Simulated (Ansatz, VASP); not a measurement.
Two plane-wave programs on Cu

The input INCAR:

```
SYSTEM = Cu
ALGO = Normal
EDIFF = 1E-6
ENCUT = 520
GGA = PS
ISIF = 2
ISMEAR = 1
LASPH = .TRUE.
LCHARG = .FALSE.
LREAL = .FALSE.
LWAVE = .FALSE.
NBANDS = 30
NELM = 60
PREC = Accurate
SIGMA = 0.05
```

Contents of KPOINTS:

```
k-points
0
G
  12 12 4
  0 0 0
```

POSCAR

```
Cu
1.0
    2.5307640300      0.0000000000      0.0000000000
   -1.2653820100      2.1917059400      0.0000000000
    0.0000000000      0.0000000000      8.2618150800
Cu
4
Direct
    0.0000000000      0.0000000000      0.0000000000
    0.3333333300      0.6666666700      0.2500000000
    0.0000000000      0.0000000000      0.5000000000
    0.6666666700      0.3333333300      0.7500000000
```

Input for Ansatz:

```yaml
crystal:
  lattice:
    - [2.53076403, 0.0, 0.0]
    - [-1.26538201, 2.19170594, 0.0]
    - [0.0, 0.0, 8.26181508]
  atoms:
    - { symbol: Cu, position: [0.0, 0.0, 0.0] }
    - { symbol: Cu, position: [0.33333333000000004, 0.66666667, 0.25] }
    - { symbol: Cu, position: [0.0, 0.0, 0.5] }
    - { symbol: Cu, position: [0.6666666700000001, 0.33333333, 0.75] }
kpoints:
  mp_grid:
    grid: [12, 12, 4]
hamiltonian:
  xc: pbesol
scf:
  occupations:
    method: cold
    width: 0.05
output:
  forces: true
  stress: true
```

This isn't the form of Cu at room conditions, which is fcc.

Alike in both runs: task single point; functional PBEsol; k mesh 12 × 12 × 4; no spin polarisation.

|  | VASP | Ansatz |
| --- | --- | --- |
| version | VASP 6.6.1 | Ansatz 0.2.0 |
| potentials or method | VASP PAW PBE potentials, release 64 (Cu) | plane waves, PAW |
| plane-wave cutoff (eV) | 520 | 420 |
| occupations | methfessel-paxton of order 1, width 0.05 eV | cold, width 0.05 eV |
| valence electrons in the cell | 44 | 76 |

Ansatz gave:

| Item | Value |
| --- | --- |
| pressure (GPa) | -1.9 |
| largest component of the traceless stress (GPa) | 0.45 |

Question: Estimate VASP's values.

Answer: Pressure (GPa): -1.2; largest component of the traceless stress (GPa): 0.43.

The two sets of potentials don't hold the same shells in valence.

Caveats: the PAW data sets were made with another functional, which shifts forces and pressure a little (VASP).
